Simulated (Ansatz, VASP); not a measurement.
Ge: VASP beside Ansatz

The input INCAR:

```
PREC = Accurate ; ENCUT = 520
EDIFF = 1E-7 ; ISMEAR = -1
SIGMA = 0.05 ; LREAL = F
LASPH = T ; NELM = 80
ALGO = Normal ; ISIF = 2
LWAVE = F ; LCHARG = F
GGA = PS ; NBANDS = 36
```

The input KPOINTS:

```
Automatic mesh
0
Gamma
  8 8 3
```

Contents of POSCAR:

```
Ge
1.0
    4.0772291900      0.0000000000      0.0000000000
   -2.0386145949      3.5309840555      0.0000000000
    0.0000000000      0.0000000000     11.0661648237
Ge
4
Direct
    0.6666666667      0.3333333333      0.4148480000
    0.3333333333      0.6666666667      0.9148480000
    0.0000000000      0.0000000000      0.4774520000
    0.0000000000      0.0000000000      0.9774520000
```

File input.yaml:

```yaml
crystal:
  lattice:
    - [4.07722919, 0.0, 0.0]
    - [-2.0386145949, 3.5309840555, 0.0]
    - [0.0, 0.0, 11.0661648237]
  atoms:
    - { symbol: Ge, position: [0.6666666667, 0.3333333333, 0.414848] }
    - { symbol: Ge, position: [0.3333333333, 0.6666666667, 0.914848] }
    - { symbol: Ge, position: [0.0, 0.0, 0.477452] }
    - { symbol: Ge, position: [0.0, 0.0, 0.977452] }
hamiltonian:
  xc: pbesol
  pseudopotentials: { kind: paw }
kpoints:
  mp_grid: { grid: [8, 8, 3] }
scf:
  occupations: { method: fermi_dirac, width: 0.05 }
output:
  forces: true
  stress: true
  eigenvalues: true
  write_density: true
  write_potential: true
  elf: true
  volumetric_format: npy
```

Change from the starting cell: volume scaled by 1.02.

Alike in both runs: task single point; functional PBEsol; k mesh 8 × 8 × 3; occupations fermi-dirac, width 0.05 eV; no spin polarisation.

|  | VASP | Ansatz |
| --- | --- | --- |
| version | VASP 6.6.1 | Ansatz 0.2.0 |
| potentials or method | VASP PAW PBE potentials, release 64 (Ge_d) | Ansatz PAW |
| plane-wave cutoff (eV) | 520 | 420 |
| valence electrons in the cell | 56 | 56 |

VASP gave:

- gap on the k mesh at the Fermi level (eV): 0.55
- least direct gap on the mesh (eV): 0.67
- pressure (GPa): -2.1
- largest component of the traceless stress (GPa): 1.41
- rms of the force components (eV/Å): 0.124

**Question.** Estimate Ansatz's values.

**Answer.** gap on the k mesh at the Fermi level (eV): 0.55; least direct gap on the mesh (eV): 0.67; pressure (GPa): -2.1; largest component of the traceless stress (GPa): 1.40; rms of the force components (eV/Å): 0.123.

Atom by atom the forces differ by 0.002 eV/Å (rms over components). The functional is the same, so the differences come from potentials, cutoffs and numerics.

Caveats: the PAW data sets were made with another functional, which shifts forces and pressure a little (VASP); an odd mesh through Γ misses points on the zone boundary, where band edges often lie (VASP); odd divisions of the mesh miss points on the zone boundary, where band edges often lie, so the gap on the mesh can be too wide (Ansatz); the PAW data sets come from PBE, with cores solved anew for the run's functional, which leaves a small shift of forces and pressure (Ansatz).
